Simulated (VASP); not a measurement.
# AlNi in VASP: further runs

The runs below take AlNi through work function, with revPBE, BLYP, r2SCAN.

Everything below comes from runs of VASP 6.6.1. Logs are shortened: lines on timing, memory, paths and dates and some standing lists are left out, and cuts for length are marked.

## (1) The structure

The cell holds a slab with vacuum, 8 atoms: a = 2.881 Å, b = 2.881 Å, c = 25.084 Å, α = 90.00°, β = 90.00°, γ = 90.00°.

## (2) Work function, revPBE, collinear spin, ferromagnetic start

Contents of INCAR:

```
ALGO     = Normal         # electronic algorithm
DIPOL    = 0.5 0.5 0.500
EDIFF    = 1E-6           # SCF threshold, eV
ENCUT    = 520            # plane-wave cutoff, eV
GGA      = RE             # functional
IDIPOL   = 3            
ISIF     = 2              # what is computed and relaxed
ISMEAR   = -1             # smearing method
ISPIN    = 2              # spin polarisation
LASPH    = T              # aspherical terms in the spheres
LCHARG   = T              # write CHGCAR
LDIPOL   = T            
LELF     = T              # ELF
LMAXMIX  = 4              # l up to which the mixer works
LORBIT   = 11             # projections on sites
LREAL    = F              # projectors in reciprocal space
LVACPOTAV= T            
LVHAR    = T            
LWAVE    = F              # write WAVECAR
MAGMOM   = 1 1 1 1 0 0 0 0 # initial moments
NELM     = 100            # most SCF steps
PREC     = Accurate       # precision mode
SIGMA    = 0.05           # smearing width, eV
```

Contents of KPOINTS:

```
k-points
0
Gamma
  7 7 1
```

Contents of POSCAR:

```
AlNi
1.0
    2.8810000000      0.0000000000      0.0000000000
    0.0000000000      2.8810000000      0.0000000000
    0.0000000000      0.0000000000     25.0835000000
Ni Al
4 4
Direct
    0.5000000000      0.5000000000      0.2990013355
    0.5000000000      0.5000000000      0.4138577152
    0.5000000000      0.5000000000      0.5287140949
    0.5000000000      0.5000000000      0.6435704746
    0.0000000000      0.0000000000      0.3564295254
    0.0000000000      0.0000000000      0.4712859051
    0.0000000000      0.0000000000      0.5861422848
    0.0000000000      0.0000000000      0.7009986645
```

Potentials or basis: VASP PAW PBE potentials, release 64 (Ni, Al).

The run is started by

```sh
$ cat potpaw_PBE.64/Ni/POTCAR potpaw_PBE.64/Al/POTCAR > POTCAR
$ mpirun -np 1 vasp_std > vasp.out
```

OUTCAR:

```text
EDIFF = 1E-6
   ENCUT = 520
   GGA = RE
   ISIF = 2
   ISMEAR = -1
   ISPIN = 2
   LASPH = T
   LORBIT = 11
   LREAL = F
   NELM = 100
   PREC = Accurate

 ion  position               nearest neighbor table
   1  0.500  0.500  0.299-   5 2.50   5 2.50   5 2.50   5 2.50   2 2.88
   2  0.500  0.500  0.414-   5 2.50   5 2.50   5 2.50   5 2.50   6 2.50   6 2.50   6 2.50   6 2.50
                             1 2.88   3 2.88
   3  0.500  0.500  0.529-   6 2.50   6 2.50   6 2.50   6 2.50   7 2.50   7 2.50   7 2.50   7 2.50
                             4 2.88   2 2.88
   4  0.500  0.500  0.644-   7 2.50   7 2.50   7 2.50   7 2.50   8 2.50   8 2.50   8 2.50   8 2.50
                             3 2.88
   5  0.000  0.000  0.356-   2 2.50   2 2.50   2 2.50   2 2.50   1 2.50   1 2.50   1 2.50   1 2.50
                             6 2.88
   6  0.000  0.000  0.471-   3 2.50   3 2.50   3 2.50   3 2.50   2 2.50   2 2.50   2 2.50   2 2.50
                             5 2.88   7 2.88
   7  0.000  0.000  0.586-   4 2.50   4 2.50   4 2.50   4 2.50   3 2.50   3 2.50   3 2.50   3 2.50
                             6 2.88   8 2.88
   8  0.000  0.000  0.701-   4 2.50   4 2.50   4 2.50   4 2.50   7 2.88

  LATTYP: Found a simple tetragonal cell.
 ALAT       =     2.8810000000
 C/A-ratio  =     8.7065255120

  Lattice vectors:

 A1 = (   2.8810000000,   0.0000000000,   0.0000000000)
 A2 = (   0.0000000000,   2.8810000000,   0.0000000000)
 A3 = (   0.0000000000,   0.0000000000,  25.0835000000)

Analysis of symmetry for initial positions (statically):
=====================================================================
 Subroutine PRICEL returns:
 Original cell was already a primitive cell.

 Routine SETGRP: Setting up the symmetry group for a
 simple tetragonal supercell.

 Subroutine GETGRP returns: Found  8 space group operations
 (whereof  8 operations were pure point group operations)
 out of a pool of 16 trial point group operations.

The static configuration has the point symmetry C_4v.

Analysis of symmetry for dynamics (positions and initial velocities):
=====================================================================
 Subroutine PRICEL returns:
 Original cell was already a primitive cell.

 Routine SETGRP: Setting up the symmetry group for a
 simple tetragonal supercell.

 Subroutine GETGRP returns: Found  8 space group operations
 (whereof  8 operations were pure point group operations)
 out of a pool of 16 trial point group operations.

The dynamic configuration has the point symmetry C_4v.

Analysis of structural, dynamic, and magnetic symmetry:
=====================================================================
 Subroutine PRICEL returns:
 Original cell was already a primitive cell.

 Routine SETGRP: Setting up the symmetry group for a
 simple tetragonal supercell.

 Subroutine GETGRP returns: Found  8 space group operations
 (whereof  8 operations were pure point group operations)
 out of a pool of 16 trial point group operations.

The overall configuration has the point symmetry C_4v.

 Subroutine INISYM returns: Found  8 space group operations
 (whereof  8 operations are pure point group operations),
 and found     1 'primitive' translations

----------------------------------------------------------------------------------------

                                     Primitive cell

  volume of cell :     208.1971

  direct lattice vectors                    reciprocal lattice vectors
     2.881000000  0.000000000  0.000000000     0.347101701  0.000000000  0.000000000
     0.000000000  2.881000000  0.000000000     0.000000000  0.347101701  0.000000000
     0.000000000  0.000000000 25.083500000     0.000000000  0.000000000  0.039866845

  length of vectors
     2.881000000  2.881000000 25.083500000     0.347101701  0.347101701  0.039866845

  position of ions in fractional coordinates (direct lattice)
     0.500000000  0.500000000  0.299001336
     0.500000000  0.500000000  0.413857715
     0.500000000  0.500000000  0.528714095
     0.500000000  0.500000000  0.643570475
     0.000000000  0.000000000  0.356429525
[... 60 lines left out ...]
   NGXF,Y,Z  is equivalent  to a cutoff of  27.70, 27.70, 25.45 a.u.
 SYSTEM =  unknown system
   PREC   = accura    normal or accurate (medium, high low for compatibility)
   ISTART =      0    job   : 0-new  1-cont  2-samecut
   ICHARG =      2    charge: 1-file 2-atom 10-const
   ISPIN  =      2    spin polarized calculation?
   LNONCOLLINEAR =      F non collinear calculations
   LSORBIT =      F    spin-orbit coupling
   LASPH  =      T    aspherical Exc in radial PAW
   ENCUT  =  520.0 eV  38.22 Ry    6.18 a.u.   5.36  5.36 46.64*2*pi/ulx,y,z
   NELM   =    100;   NELMIN=  2; NELMDL= -5     # of ELM steps
   EDIFF  = 0.1E-05   stopping-criterion for ELM
   LREAL  =      F    real-space projection
   EDIFFG = 0.1E-04   stopping-criterion for IOM
   NSW    =      0    number of steps for IOM
   IBRION =     -1    ionic relax: 0-MD 1-quasi-New 2-CG
   NFREE  =      0    steps in history (QN), initial steepest desc. (CG)
   ISIF   =      2    stress and relaxation
   ISYM   =      2    0-nonsym 1-usesym 2-fastsym
   POTIM  = 0.5000    time-step for ionic-motion
   TEBEG  =    0.0;   TEEND  =   0.0 temperature during run
   PSTRESS=    0.0 pullay stress
   NELECT =      52.0000    total number of electrons
   NUPDOWN=      -1.0000    fix difference up-down
   EMIN   =  10.00;   EMAX   =-10.00  energy-range for DOS
   EFERMI =   0.00;   METHOD = LEGACY
   ISMEAR =    -1;   SIGMA  =   0.05  broadening in eV -4-tet -1-fermi 0-gaus
   EFERMI_NEDOS =   21; number of points for ismear=-14 and -15
   IALGO  =     38    algorithm
   IMIX   =      4    mixing-type and parameters
     AMIX     =   0.40;   BMIX     =  1.00
     AMIX_MAG =   1.60;   BMIX_MAG =  1.00
  volume/ion in A,a.u.               =      26.02       175.62
  Fermi-wavevector in a.u.,A,eV,Ry     =   1.030982  1.948273 14.461956  1.062924
  Thomas-Fermi vector in A             =   2.165107
   LORBIT       =     11    0 simple, 1 ext, 2 COOP (PROOUT), +10 PAW based schemes
   GGA     = RE    functional components
   LHFCALC =     F    Hartree Fock is set to
   AEXX    =    0.0000 exact exchange contribution
   IVDW    =     0    specifies the selected vdW correction
   LEPSILON=     F    determine dielectric tensor
   LRPA    =     F    only Hartree local field effects (RPA)
 spin polarized calculation
  energy-cutoff  :      520.00
  volume of cell :      208.20
 maximum number of plane-waves:      5655
 NGX is ok and might be reduce to    24
   NGX = 11   NGY = 11   NGZ = 93

 dipolmoment           0.000000      0.000000      0.006826 electrons x Angstroem

 number of electron      52.0000041 magnetization       0.0000754

 dipolmoment           0.000000      0.000000     -0.017294 electrons x Angstroem

 Free energy of the ion-electron system (eV)
  ---------------------------------------------------
  ext. energy  EPLUGINS =         0.00000000
  ---------------------------------------------------
  free energy    TOTEN  =       -37.38459202 eV

  energy without entropy =      -37.35757104  energy(sigma->0) =      -37.37108153

 E-fermi :   2.4161     XC(G=0):  -6.4182

 val. band max:        2.4152028022   @ k =   0.4286   0.0000   0.0000
 cond. band min:       2.5665762495   @ k =   0.2857   0.1429   0.0000
 fundamental gap:      0.1513734473
 Fermi energy:         2.4160917259

 spin component 1

 k-point     1 :       0.0000    0.0000    0.0000
  band No.  band energies     occupation
      1      -8.4612      1.00000
      2      -7.6656      1.00000
      3      -6.4666      1.00000
      4      -4.9744      1.00000
      5      -3.2291      1.00000
      6      -1.7080      1.00000
[... 349 lines left out ...]
     32       5.2043      0.00000
     33       5.2801      0.00000
 Fermi energy:         2.4160917259

 spin component 2

 k-point     1 :       0.0000    0.0000    0.0000
  band No.  band energies     occupation
      1      -8.4612      1.00000
      2      -7.6656      1.00000
      3      -6.4666      1.00000
      4      -4.9743      1.00000
      5      -3.2291      1.00000
      6      -1.7079      1.00000
[... 349 lines left out ...]
     32       5.2043      0.00000
     33       5.2801      0.00000

------------------------ aborting loop because EDIFF is reached ----------------------------------------

  FORCE on cell =-STRESS in cart. coord.  units (eV):
  Direction    XX          YY          ZZ          XY          YZ          ZX
  --------------------------------------------------------------------------------------
  -------------------------------------------------------------------------------------
  Total       -0.4356846     -0.4356846      1.3212366      0.0000000      0.0000000      0.0000000
  in kB       -3.3528040     -3.3528040     10.1675550      0.0000000      0.0000000      0.0000000
  external PRESSURE =       1.1539824 kB  Pullay stress =       0.0000000 kB

 VOLUME and BASIS-vectors are now :
 -----------------------------------------------------------------------------
  energy-cutoff  :      520.00
  volume of cell :      208.20
      direct lattice vectors                 reciprocal lattice vectors
     2.881000000  0.000000000  0.000000000     0.347101701  0.000000000  0.000000000
     0.000000000  2.881000000  0.000000000     0.000000000  0.347101701  0.000000000
     0.000000000  0.000000000 25.083500000     0.000000000  0.000000000  0.039866845

 POSITION                                       TOTAL-FORCE (eV/Angst)
 -----------------------------------------------------------------------------------
      1.44050      1.44050      7.50000        -0.000000     -0.000000      0.493163
      1.44050      1.44050     10.38100        -0.000000      0.000000      0.340403
      1.44050      1.44050     13.26200        -0.000000     -0.000000     -0.124549
      1.44050      1.44050     16.14300         0.000000      0.000000      0.352369
      0.00000      0.00000      8.94050        -0.000000      0.000000     -0.939301
      0.00000      0.00000     11.82150        -0.000000      0.000000     -0.127717
      0.00000      0.00000     14.70250        -0.000000      0.000000      0.045716
      0.00000      0.00000     17.58350        -0.000000      0.000000     -0.040085
 -----------------------------------------------------------------------------------
    total drift:                                0.000000      0.000000     -0.000217

  FREE ENERGIE OF THE ION-ELECTRON SYSTEM (eV)
  ---------------------------------------------------
  free  energy   TOTEN  =       -37.3845920230 eV

  energy  without entropy=      -37.3575710354  energy(sigma->0) =      -37.37108153

 vacuum level on the upper side and lower side of the slab         6.471         6.848

 total charge

# of ion       s       p       d       tot
------------------------------------------
    1        0.417   0.282   8.425   9.124
    2        0.472   0.512   8.472   9.455
    3        0.472   0.516   8.470   9.458
    4        0.481   0.506   8.469   9.456
    5        0.395   0.402   0.000   0.797
    6        0.387   0.413   0.000   0.800
    7        0.385   0.411   0.000   0.797
    8        0.419   0.345   0.000   0.764
--------------------------------------------------
tot          3.428   3.387  33.837  40.651

 magnetization (x)

# of ion       s       p       d       tot
------------------------------------------
    1       -0.000   0.000  -0.000  -0.000
    2       -0.000  -0.000  -0.000  -0.000
    3        0.000   0.000  -0.000  -0.000
    4        0.000  -0.000   0.000   0.000
    5       -0.000   0.000   0.000   0.000
    6       -0.000  -0.000   0.000  -0.000
    7        0.000  -0.000   0.000   0.000
    8        0.000   0.000   0.000   0.000
--------------------------------------------------
tot          0.000   0.000  -0.000  -0.000
```

Run time: 7.7 min. Hardware: 1 thread of Intel Xeon Platinum 8259CL at 2.50GHz (Skylake/Cascade Lake), shared host; peak memory 0.45 GiB.

Results:

```yaml
Free_energy: -37.3846 eV
Largest_force: 0.939 eV/Å
Band_gap_on_the_k_mesh: none (metal or under the smearing width)
Net_moment: 0.00 μB per cell
Valence_electrons_inside_the_program's_atomic_spheres: Ni 9.12, 9.46; Al 0.80, 0.76
Work_function_of_the_upper_face: 4.05 eV
Work_function_of_the_lower_face: 4.43 eV
```

Forces on the atoms (eV/Å):
```
Ni   0.000  0.000  0.493
Ni   0.000  0.000  0.340
Ni   0.000  0.000 -0.125
Ni   0.000  0.000  0.352
Al   0.000  0.000 -0.939
Al   0.000  0.000 -0.128
Al   0.000  0.000  0.046
Al   0.000  0.000 -0.040
```

Levels at points of the mesh, in eV from the Fermi level:
Spin up:
| k point | band 24 | band 25 | band 26 | band 27 | band 28 | band 29 |
| --- | --- | --- | --- | --- | --- | --- |
| (0.00, 0.00, 0.00) | -0.82 | -0.63 | -0.51 | 0.21 | 1.84 | 3.39 |
Spin down:
```tsv
k point	band 24	band 25	band 26	band 27	band 28	band 29
(0.00, 0.00, 0.00)	-0.82	-0.63	-0.51	0.21	1.84	3.37
```

Caveat: the PAW data sets were made with another functional, which shifts forces and pressure a little.

## (3) Work function, BLYP, collinear spin, ferromagnetic start

Changes to INCAR since step 2:

```diff
@@ -1 +1,5 @@
+AGGAC    = 1.0          
+AGGAX    = 1.0          
+ALDAC    = 0.0          
+ALDAX    = 1.0          
 ALGO     = Normal         # electronic algorithm
@@ -4,3 +8,3 @@
 ENCUT    = 520            # plane-wave cutoff, eV
-GGA      = RE             # functional
+GGA      = B5             # functional
 IDIPOL   = 3
```

KPOINTS is that of step 2.

POSCAR is that of step 2.

Potentials or basis: VASP PAW PBE potentials, release 64 (Ni, Al).

The run is started by

```sh
$ cat potpaw_PBE.64/Ni/POTCAR potpaw_PBE.64/Al/POTCAR > POTCAR
$ mpirun -np 1 vasp_std > vasp.out
```

OUTCAR:

```text
EDIFF = 1E-6
   ENCUT = 520
   GGA = B5
   ISIF = 2
   ISMEAR = -1
   ISPIN = 2
   LASPH = T
   LORBIT = 11
   LREAL = F
   NELM = 100
   PREC = Accurate

 ion  position               nearest neighbor table
   1  0.500  0.500  0.299-   5 2.50   5 2.50   5 2.50   5 2.50   2 2.88
   2  0.500  0.500  0.414-   5 2.50   5 2.50   5 2.50   5 2.50   6 2.50   6 2.50   6 2.50   6 2.50
                             1 2.88   3 2.88
   3  0.500  0.500  0.529-   6 2.50   6 2.50   6 2.50   6 2.50   7 2.50   7 2.50   7 2.50   7 2.50
                             4 2.88   2 2.88
   4  0.500  0.500  0.644-   7 2.50   7 2.50   7 2.50   7 2.50   8 2.50   8 2.50   8 2.50   8 2.50
                             3 2.88
   5  0.000  0.000  0.356-   2 2.50   2 2.50   2 2.50   2 2.50   1 2.50   1 2.50   1 2.50   1 2.50
[... 968 lines left out ...]
      0.00000      0.00000     14.70250         0.000000      0.000000      0.048191
      0.00000      0.00000     17.58350         0.000000      0.000000      0.051039
 -----------------------------------------------------------------------------------
    total drift:                                0.000000      0.000000      0.001220

  FREE ENERGIE OF THE ION-ELECTRON SYSTEM (eV)
  ---------------------------------------------------
  free  energy   TOTEN  =       -32.5846975976 eV

  energy  without entropy=      -32.5567431600  energy(sigma->0) =      -32.57072038

 vacuum level on the upper side and lower side of the slab         6.448         7.040

 total charge

# of ion       s       p       d       tot
------------------------------------------
    1        0.429   0.277   8.470   9.176
    2        0.482   0.509   8.528   9.518
    3        0.482   0.512   8.526   9.521
    4        0.492   0.501   8.523   9.516
    5        0.391   0.399   0.000   0.790
    6        0.384   0.410   0.000   0.794
    7        0.382   0.409   0.000   0.791
    8        0.423   0.346   0.000   0.769
--------------------------------------------------
tot          3.465   3.362  34.048  40.875

 magnetization (x)

# of ion       s       p       d       tot
------------------------------------------
    1       -0.000  -0.000  -0.000  -0.000
    2       -0.000  -0.000   0.000   0.000
    3        0.000   0.000  -0.000  -0.000
    4        0.000   0.000   0.000   0.000
    5       -0.000  -0.000   0.000  -0.000
    6        0.000   0.000   0.000   0.000
    7        0.000   0.000   0.000   0.000
    8        0.000   0.000   0.000   0.000
--------------------------------------------------
tot          0.000   0.000  -0.000  -0.000
```

Wall time 11 min (1 thread of Intel Xeon Platinum 8259CL at 2.50GHz (Skylake/Cascade Lake), shared host); peak memory 0.45 GiB.

Results:

```yaml
Free_energy: -32.5847 eV
Largest_force: 1.075 eV/Å
Band_gap_on_the_k_mesh: none (metal or under the smearing width)
Net_moment: 0.00 μB per cell
Valence_electrons_inside_the_program's_atomic_spheres: Ni 9.18, 9.52; Al 0.79, 0.77
Work_function_of_the_upper_face: 3.75 eV
Work_function_of_the_lower_face: 4.34 eV
```

Forces in eV/Å, atoms in the order of the input:
```
Ni   0.000  0.000  0.512
Ni   0.000  0.000  0.348
Ni   0.000  0.000 -0.127
Ni   0.000  0.000  0.378
Al   0.000  0.000 -1.075
Al   0.000  0.000 -0.136
Al   0.000  0.000  0.048
Al   0.000  0.000  0.051
```

Caveat: the PAW data sets were made with another functional, which shifts forces and pressure a little.

(Continued in part 2 of 2.)
